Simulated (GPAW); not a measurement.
Runs of GPAW 26.7.0 on Re. Symmetry: P6_3/mmc, No. 194, hexagonal system. Conventional cell: a = 2.761 Å, b = 2.761 Å, c = 4.458 Å, α = 90.00°, β = 90.00°, γ = 120.00°. Around Re (site symmetry -6m2) lie 12 Re at 2.74 to 2.76 Å. 

```csv
task,level,potentials or basis,spin,U,cell,band path,band points,spin axis theta (degrees),spin axis phi (degrees),eigensolver,gap on the mesh (eV),pressure (GPa),relaxed volume (Å³/atom)
band structure,PBEsol,"PAW data sets generated in the run's folder for this functional, pw","SOC, no magnetisation",-,as given,"GMKGALHA,LM,KH",100,90,45,-,-,(a),-
band structure,rSCAN,"GPAW PAW data sets (gpaw-data 1.2.1), pw","SOC, no magnetisation",-,as given,"GMKGALHA,LM,KH",100,90,0,-,-,-0.1,-
relaxation of cell and atoms,OLYP,"PAW data sets generated in the run's folder for this functional, pw",off,-,relaxed,-,-,-,-,davidson,none,0.2,14.65
relaxation of cell and atoms,PBEsol+D4,"PAW data sets generated in the run's folder for this functional, pw",off,-,relaxed to 10 GPa,-,-,-,-,-,none,10.0,-
relaxation of cell and atoms,PW91+D3(BJ),"PAW data sets generated in the run's folder for this functional, pw",off,-,relaxed to 20 GPa,-,-,-,-,-,none,20.0,-
band structure,LDA+U,"the program's PAW data sets (release 1.2.1) made for this functional, pw",off,Re d U = 5 eV,as given,"GMKGALHA,LM,KH",60,-,-,-,-,(b),-
relaxation of cell and atoms,revPBE+D4,"the program's PAW data sets (release 1.2.1) made for this functional, pw",off,-,relaxed to 5 GPa,-,-,-,-,-,none,5.2,-
relaxation of cell and atoms,r2SCAN+D4,"GPAW PAW data sets (gpaw-data 1.2.1), pw",off,-,relaxed,-,-,-,-,-,none,0.0,14.58
```

Alike in all rows: k mesh 8 × 8 × 4; cutoff (eV) 600; smearing fermi-dirac 0.05 eV.

**Question.** Fill in the values left out.

**Answer.** (a) -4.4; (b) -16.6.

Caveats: later steps reuse the first step's grids (some runs); pairwise dispersion overbinds metals, which lowers pressure and volume (some runs); spin-orbit coupling was added after a scalar SCF, so levels and gaps hold it while energy, forces, pressure and moments don't (some runs); this program's spin-orbit splittings come out too wide for heavy elements (some runs); the PAW data sets were made with another functional, which shifts forces and pressure a little (some runs); spin-orbit coupling is left out, which moves the levels of the heavy elements (some runs); U without spin polarisation on a metal has little footing (some runs).

A k mesh can miss the band edges, and rows without SOC leave out spin-orbit coupling on Re.

A gap of «none» marks a metal or a gap under the smearing width.

Runs at the PBE level aren't shown here.
